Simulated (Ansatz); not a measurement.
Wanted: the native input for an Ansatz 0.2.0 run.

- Task: electron localisation function
- Functional: PBEsol
- Dispersion: D3(BJ)-ATM
- Potentials or basis: Ansatz PAW
- Cutoff: 420 eV (not typed: the program's choice for these potentials)
- k mesh: 9 × 9 × 9
- Occupations: fixed
- Spin: spin-orbit coupling, no magnetisation

YN:

```
CELL_PARAMETERS angstrom
0.00000 2.43850 2.43850
2.43850 0.00000 2.43850
2.43850 2.43850 0.00000
ATOMIC_POSITIONS crystal
Y 0.00000 0.00000 0.00000
N 0.50000 0.50000 0.50000
```

One way to write it, as run:

input.yaml

```yaml
crystal:
  lattice:
    - [0.0, 2.4385, 2.4385]
    - [2.4385, 0.0, 2.4385]
    - [2.4385, 2.4385, 0.0]
  atoms:
    - { symbol: "Y", position: [0.0, 0.0, 0.0] }
    - { symbol: "N", position: [0.5, 0.5, 0.5] }
hamiltonian:
  xc: pbesol
  pseudopotentials: { kind: paw_fr }
  dispersion: d3bjatm
magnetization:
  noncollinear: true
  spin_orbit: true
kpoints:
  mp_grid: { grid: [9, 9, 9] }
scf:
  occupations: { method: fixed }
output:
  forces: true
  stress: true
  eigenvalues: true
  write_density: true
  write_potential: true
  elf: true
  volumetric_format: npy
```

Potentials or basis: Ansatz PAW.

Run with:

```console
$ ansatz run input.yaml --threads 1 --pin off --max-ram 2560MiB --backend cpu --events-out ev --progress --plain --runs-dir out
```

It gave:

```
Pressure               : -5.3 GPa
Band gap on the k mesh : 0.14 eV, indirect (least direct gap 0.51 eV)
```

Caveat: odd divisions of the mesh miss points on the zone boundary, where band edges often lie, so the gap on the mesh can be too wide; the pressure holds a Pulay correction of +0.3 GPa for the finite cutoff; the PAW data sets come from PBE, with cores solved anew for the run's functional, which leaves a small shift of forces and pressure.

Run time: 6.8 s on 1 thread of Arm Neoverse V1 (shared host), peak memory 0.37 GiB.
